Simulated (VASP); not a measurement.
Write the native input for VASP 6.6.1 that does the following.

| Property | Result |
| --- | --- |
| Task | single point |
| Functional | PBEsol |
| Potentials or basis | VASP PAW PBE potentials, release 64 (W_sv, S) |
| Cutoff | 350 eV |
| k mesh | 3 × 3 × 2 |
| Occupations | gaussian, width 0.03 eV |
| Spin | no spin polarisation |
| Dq | 0 |
| Further INCAR settings | LREAL = Auto; ALGO = Normal; EDIFF = 1e-05; NBANDS = 114 |

The structure of W7S16 (a cell with a defect) lies in POSCAR:

```
W7S16
1.0
    6.3064000000      0.0000000000      0.0000000000
   -3.1532000000      5.4615026064      0.0000000000
    0.0000000000      0.0000000000     12.3230000000
W S
7 16
Direct
    0.1666666667      0.8333333333      0.2500000000
    0.6666666667      0.3333333333      0.2500000000
    0.6666666667      0.8333333333      0.2500000000
    0.3333333333      0.1666666667      0.7500000000
    0.3333333333      0.6666666667      0.7500000000
    0.8333333333      0.1666666667      0.7500000000
    0.8333333333      0.6666666667      0.7500000000
    0.1666666667      0.3333333333      0.6225000000
    0.1666666667      0.8333333333      0.6225000000
    0.6666666667      0.3333333333      0.6225000000
    0.6666666667      0.8333333333      0.6225000000
    0.3333333333      0.1666666667      0.1225000000
    0.3333333333      0.6666666667      0.1225000000
    0.8333333333      0.1666666667      0.1225000000
    0.8333333333      0.6666666667      0.1225000000
    0.1666666667      0.3333333333      0.8775000000
    0.1666666667      0.8333333333      0.8775000000
    0.6666666667      0.3333333333      0.8775000000
    0.6666666667      0.8333333333      0.8775000000
    0.3333333333      0.1666666667      0.3775000000
    0.3333333333      0.6666666667      0.3775000000
    0.8333333333      0.1666666667      0.3775000000
    0.8333333333      0.6666666667      0.3775000000
```

One way to write it, as run:

INCAR

```
PREC = Accurate
ENCUT = 350
EDIFF = 1E-5
ISMEAR = 0
SIGMA = 0.03
LREAL = Auto
LASPH = True
NELM = 120
ALGO = Normal
ISIF = 2
LWAVE = False
LCHARG = False
GGA = PS
NBANDS = 114
LORBIT = 11
KPAR = 4
```

KPOINTS

```
Automatic mesh
0
Gamma
  3 3 2
```

Potentials or basis: VASP PAW PBE potentials, release 64 (W_sv, S).

Command:

```bash
$ cat potpaw_PBE.64/W_sv/POTCAR potpaw_PBE.64/S/POTCAR > POTCAR
$ mpirun -np 4 vasp_std > vasp.out
```

It gave:

The pressure is -2.2 GPa. The largest force is 0.919 eV/Å, the band gap on the k mesh is none (metal or under the smearing width) and the valence electrons inside the program's atomic spheres are W 12.01, 12.07; S 3.69, 3.63, 3.68.

Caveat: the k mesh is coarse (spacing up to 0.38 Å⁻¹), so the values aren't converged; the PAW data sets were made with another functional, which shifts forces and pressure a little.

Run time: 54 s on 4 MPI ranks on Intel(R) Xeon(R) 6975P-C (Granite Rapids), on a shared host, peak memory 0.4 GiB a rank.
